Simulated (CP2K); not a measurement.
**TiPt3 under changes of volume**

One of the cells (14.796 Å³/atom); the others are scaled copies at fixed shape and fractional positions:

```xyz
4
Lattice="3.8970 0.0000 0.0000 0.0000 3.8970 0.0000 0.0000 0.0000 3.8970" Properties=species:S:1:pos:R:3 pbc="T T T"
Pt    1.9485    1.9485    0.0000
Pt    1.9485    0.0000    1.9485
Pt    0.0000    1.9485    1.9485
Ti    0.0000    0.0000    0.0000
```

* Program: CP2K 2026.2
* Functional: LDA
* Potentials or basis: GTH_POTENTIALS Pt GTH-PADE-q18, Ti GTH-PADE-q12; TZVP-MOLOPT-PBE-GTH basis
* Density cutoff: 6123 eV
* k mesh: 7 × 7 × 7
* Occupations: fermi-dirac, width 0.1 eV
* Spin: no spin polarisation

| volume (Å³/atom) | energy over the lowest point (meV/atom) | pressure (GPa) |
| --- | --- | --- |
| 13.908 | 2.98 | 5.7 |
| 14.204 | 0.00 | -2.2 |
| 14.500 | ? | ? |
| 14.796 | 33.83 | -15.5 |
| 15.091 | 67.73 | -21.0 |
| 15.387 | 111.28 | -25.9 |
| 15.683 | 163.37 | -30.2 |

**Question.** What does the run at 14.500 Å³/atom give?

**Answer.** Energy over the lowest point 10.79 meV/atom; pressure -9.2 GPa.

Worked out: A Birch-Murnaghan fit of order 3 (a polynomial in V^(-2/3)) to the other rows has its minimum at 14.12 Å³/atom with B0 = V·E''(V) = 370 GPa and B' = 4.7. It gives 10.79 meV/atom at 14.500 Å³/atom, against the run's 10.79, and -dE/dV = -9.3 GPa, against -9.2.

Energies are extrapolated to zero smearing.

Caveats: the basis of atomic orbitals isn't converged, which shifts pressures, moduli and gaps.
